**Semiconductor gaps in PBE: a factor, a shift or screening?**

The eight crystals below range from InAs, a material for fast transistor channels, to HfO₂, a gate insulator. PBE makes every gap too small. Anyone who wants to correct such a gap has to know what sets the missing amount, called the deficit here: the measured gap less the computed one.

Computed and measured band gaps of eight crystals. The calculations used Quantum ESPRESSO 7.5 with PBE at the given geometries, without spin polarization or spin-orbit coupling and with Fermi-Dirac smearing of 0.05 eV. The computed gap is the Kohn-Sham gap, direct or indirect, between the highest filled and lowest empty levels on the k-mesh.

```csv
formula,space group,volume of the given cell (Å³/atom),potentials or basis,wave cutoff (eV),k-mesh,computed band gap (eV),measured band gap (eV),range of the values found (eV),"what was measured, and how",source,computed less measured (eV)
InAs,F-43m,27.49,SSSP 1.3 efficiency PBE,748.3,8x8x8,0,0.414,0.414 to 0.42,direct gap from band-to-band PL peak; photoluminescence; film,pmc:6881312 (2019),-0.41
Ge,Fd-3m,22.64,SSSP 1.3 efficiency PBE,748.3,8x8x8,0,0.744,0.66 to 0.89,"fundamental band gap, quoted from earlier experiments; not stated; bulk crystal",arXiv:cond-mat/0311008 (2003),-0.74
MoS2,P6_3/mmc,17.86,SSSP 1.3 efficiency PBE,816.3,10x10x3,0.931,1.32,1.3 to 1.87,optical gap from UV-Vis absorption; UV-Vis absorption; powder,pmc:10305116 (2023),-0.39
GaAs,F-43m,22.59,SSSP 1.3 efficiency PBE,952.4,8x8x8,0.534,1.42,1.412 to 1.52,band-edge photoluminescence emission energy of the GaAs substrate; time-integrated photoluminescence; bulk crystal,arXiv:1409.8467 (2014),-0.89
SiC,F-43m,10.35,SSSP 1.3 efficiency PBE,748.3,10x10x10,1.356,2.39,2.39 to 2.4,band gap at cryogenic temperature; not stated; bulk crystal,arXiv:2009.14696 (2020),-1.03
CdS,P6_3mc,25.12,SSSP 1.3 efficiency PBE,816.3,7x7x4,1.17,2.44,2.4 to 2.5963,direct optical gap from Tauc plot of (alpha h nu)^2; UV-Vis diffuse reflectance; powder,pmc:10275871 (2023),-1.27
GaN,P6_3mc,11.31,SG15 PBE 1.2,952.4,6x6x4,2.025,3.42,3.37 to 3.51,direct gap at Gamma from PL peak; photoluminescence; film,arXiv:2103.07021 (2021),-1.40
HfO2,P2_1/c,11.53,SSSP 1.3 efficiency PBE,816.3,5x5x5,4.199,5.61,5.31 to 5.89,direct allowed gap from Tauc plot; diffuse reflectance; powder,arXiv:2112.02602 (2021),-1.41
```

**(a) The errors are small at the top of the table and large at the bottom. A colleague concludes that PBE keeps about two thirds of any gap and multiplies every computed value by 1.5. Does the table support this?**

*Solution.* It doesn't, and the first two rows show why. InAs and Ge come out with no gap at all, and no factor turns zero into 0.41 or 0.74 eV. Their errors look modest only because a computed gap can't fall below zero, so the error can't exceed the measured gap itself. These two rows exaggerate how fast the error shrinks with the gap, since they tell only the least that PBE must have lost. From GaAs to HfO₂ the deficit does grow, but only by about half, while the measured gap grows fourfold.

The factor also fails where a gap survives. For GaAs it gives 0.8 eV, little more than half the measured 1.42 eV. For HfO₂ the measured value is a direct gap, so it is fair to compare it with the direct gap of the same calculation, 4.27 eV, slightly above the 4.2 eV in the table, which is an indirect gap. Multiplied by 1.5, this becomes 6.4 eV, well above the measured value.

GaN and HfO₂ make the point most clearly. Their measured gaps differ by 2.19 eV, yet their deficits are nearly the same, 1.40 and 1.35 eV. Measured values for HfO₂ scatter by a few tenths of an eV, and GaN was computed with a different set of potentials, so the near equality shouldn't be pressed. A loss of one third, however, would make the two deficits differ by about 0.7 eV, which is more than this scatter can hide.

**(b) Why does PBE lose part of the gap, and what could set the amount? Check the order of magnitude on SiC, whose deficit the table already gives.**

*Solution.* The gap of a crystal is the cost of taking an electron out at one place and putting it back far away: the ionization energy less the electron affinity. A Kohn-Sham calculation gives instead the distance between the highest filled and the lowest empty level in a single potential. Theory shows that the two differ even for the exact functional, because the exact potential jumps by a constant when an electron is added to the filled bands. The PBE potential depends smoothly on the density, which one more electron in a large crystal hardly changes. The jump is therefore absent, and the gap is too small.

The size of the missing piece can be argued from exchange. An electron in a filled band is surrounded by a region from which electrons of like spin are kept away, and this lowers its energy. An electron added to an empty band gains much less from exchange with the filled ones. A local potential such as that of PBE acts on both in the same way and misses most of this difference. If the region has a radius $r$, the difference is of the order of $e^2/r$, where $e^2$ is about 14 eV Å.

This would amount to many eV, and Hartree-Fock theory, which keeps it in full, does make gaps far too wide. In a real crystal the other electrons shift in response to the added charge and weaken its effect. The measure of this response is the optical dielectric constant $\varepsilon$. The deficit $D$ should then be roughly

$$D \approx \frac{C}{\varepsilon}, \qquad C \approx \frac{e^2}{r}.$$

For SiC, take $r$ as 2 Å, about the length of a bond, and $\varepsilon$ as 6.5, a rough recalled value:

$$C \approx \frac{14\ \text{eV Å}}{2\ \text{Å}} = 7\ \text{eV}, \qquad D \approx \frac{7\ \text{eV}}{6.5} \approx 1.1\ \text{eV}.$$

The table gives 1.03 eV. Since a somewhat different radius would have been just as defensible, the agreement supports the order of magnitude and no more.

The picture also explains why the factor in (a) is tempting. Where filled and empty levels lie close together, the electrons are easily displaced, so $\varepsilon$ is large and the deficit small. A narrow gap therefore often goes with a small deficit, without the one being a fixed share of the other. What counts for $\varepsilon$ is the typical distance between filled and empty levels, together with how densely the valence electrons are packed, and not the smallest gap alone.

SiC and CdS show the difference. Their measured gaps agree within 0.05 eV, but CdS loses 0.24 eV more. SiC packs its bonding electrons into less than half the volume and screens better, so the picture puts the larger deficit in the right crystal. The pair isn't a clean test, though. CdS has filled cadmium d states, which PBE places too high, so that they push up the top of the valence band and narrow the gap further; the table can't separate this from screening.

**(c) A simpler idea is that PBE loses the same amount everywhere, so that one constant shift repairs all gaps. Can the table decide between this and screening?**

*Solution.* Both rules, and the fixed fraction of (a), were fitted with one constant each to GaAs, SiC, CdS, GaN and HfO₂; the output follows this text. InAs and Ge were left out because their deficits are only lower limits. MoS₂ was left out because its measured values run from 1.3 to 1.87 eV and probably mix its indirect and direct gaps; it is taken up below.

The fraction does worst by a wide margin. A constant shift of 1.19 eV has a typical miss of 0.19 eV, and screening, with $C$ = 6.8 eV, one of 0.16 eV. That advantage is too slight to count, given dielectric constants that are only rough recalled values and measured gaps that scatter by as much. SiC, the worked case in (b), was among the fitted rows, so it can't serve as an independent test either.

GaAs fits neither rule. Its deficit of 0.89 eV is about 0.3 eV less than the shift demands and about as much more than screening allows. Spin-orbit coupling, which was left out, would raise the top of its valence band by roughly 0.1 eV and narrow the computed gap by as much. The measured 1.42 eV is also typical of room temperature, while the calculation holds the atoms still; the upper end of the range, 1.52 eV, is typical of a cold crystal. Both corrections enlarge the deficit, which brings GaAs closer to the shift and takes it further from screening. Together they would be expected to undo the slight lead of screening in the fit.

Ge, which was not fitted, speaks against screening more plainly. With its large dielectric constant it should lose only 0.42 eV and keep a gap of about 0.3 eV, whereas the calculation leaves none. A constant shift closes both Ge and InAs, as it should; screening closes only InAs. A known weakness of PBE probably explains part of the failure: in Ge it brings the s-like conduction state at the zone centre down too far. A single dielectric constant treats all empty states alike and can't describe this, but the level energies that would confirm it for this calculation are not at hand.

MoS₂ speaks just as plainly against the shift. Its direct gap in the same calculation is 1.87 eV on the mesh. The mesh misses the corner of the zone, where the direct gap is expected to be somewhat smaller, but still well above the listed 1.32 eV. The measurement therefore most likely shows the smaller, indirect gap, which is also the one in the table. The deficit is then 0.39 eV. Screening, with a rough dielectric constant averaged over directions, expects 0.56 eV; the constant shift expects 1.19 eV. Powder absorption is a blunt measure of an indirect gap, but hardly wrong by the 0.8 eV that the shift would need.

Within this table, then, the contest stays open. Strongly ionic crystals such as the alkali fluorides, which screen very weakly, lie outside it. PBE misses several eV there, as screening suggests and a shift of little more than 1 eV does not. The constant shift can therefore serve at most as a rough rule for crystals like those fitted here, and MoS₂ already breaks it.

For a transistor the distinction has a practical side. A gate insulator must hold back both electrons and holes, and the two barriers together equal the gap of the insulator less that of the channel. If PBE lost the same amount in both materials, this sum would come out right although both gaps are wrong. For HfO₂ on GaAs the deficits cancel only in part: the sum is too small by 1.35 − 0.89 = 0.46 eV. Part of this is expected to come from the missing spin-orbit coupling and the room-temperature gap of GaAs. How the error is shared between the electron barrier and the hole barrier can't be read from gaps alone.

Printed output of the fit:

```
fit of deficit on 5 rows (used == 1): coefficient of measured 0.3367 +/- 0.058; rms 0.394, worst HfO2 0.544, leave-one-out rms 0.644
  rows outside the fit (model, value, miss): InAs 0.1394, 0.414, -0.275; Ge 0.2505, 0.744, -0.493; MoS2 0.4445, 0.389, 0.0555
fit of deficit on 5 rows (used == 1): constant 1.186 +/- 0.097; rms 0.194, worst GaAs 0.3, leave-one-out rms 0.243
  rows outside the fit (model, value, miss): InAs 1.186, 0.414, 0.772; Ge 1.186, 0.744, 0.442; MoS2 1.186, 0.389, 0.797
fit of deficit on 5 rows (used == 1): coefficient of inveps 6.771 +/- 0.45; rms 0.158, worst GaAs -0.27, leave-one-out rms 0.195
  rows outside the fit (model, value, miss): InAs 0.5643, 0.414, 0.15; Ge 0.4232, 0.744, -0.321; MoS2 0.5643, 0.389, 0.175
Deficits and the gap each rule would leave (eV; negative means closed):
   row  deficit  computed_percent_of_measured  rough_eps  left_by_fraction  left_by_shift  left_by_screening
  InAs    0.414                             0         12            0.2746         -0.772            -0.1503
    Ge    0.744                             0         16            0.4935         -0.442             0.3208
  MoS2    0.389                         70.53         12            0.8755          0.134             0.7557
  GaAs    0.886                         37.61         11            0.9418          0.234             0.8044
   SiC    1.034                         56.74        6.5             1.585          1.204              1.348
   CdS     1.27                         47.95        5.3             1.618          1.254              1.162
   GaN    1.395                         59.21        5.3             2.268          2.234              2.142
  HfO2    1.345                         76.03        4.4             3.721          4.424              4.071
Measured gap, CdS less SiC (eV): 0.05
Deficit, CdS less SiC (eV): 0.236
Measured gap, HfO2 less GaN (eV): 2.19
Deficit, HfO2 less GaN (eV): -0.05004
Length r for which e2/r equals the fitted C (angstrom): 2.127
```
